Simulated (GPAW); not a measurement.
The system is PbO (Litharge).

```xyz
4
Lattice="3.9900 0.0000 0.0000 0.0000 3.9900 0.0000 0.0000 0.0000 5.0100" Properties=species:S:1:pos:R:3 pbc="T T T"
Pb    1.9950    0.0000    3.8076
Pb    0.0000    1.9950    1.2024
O     1.9950    1.9950    0.0000
O     0.0000    0.0000    0.0000
```

Base run:

```yaml
Program: GPAW 26.7.0
Functional: PBEsol
Potentials_or_basis: PAW data sets generated in the run's folder for this functional
Cutoff: 800 eV
Basis: pw
k_mesh: 5 × 5 × 4
Occupations: fermi-dirac, width 0.05 eV
Spin: no spin polarisation
```

Its results: pressure -1.6 GPa; largest force 0.396 eV/Å.

Question: The run is repeated on the same cell with these changes: functional from PBEsol to r2SCAN; potentials or basis from PAW data sets generated in the run's folder for this functional to GPAW PAW data sets (gpaw-data 1.2.1). What comes out?

Answer: Pressure -0.7 GPa; largest force 0.408 eV/Å.

Caveats: the PAW data sets were made with another functional, which shifts forces and pressure a little (some runs).

Not every run made on this cell is shown here.
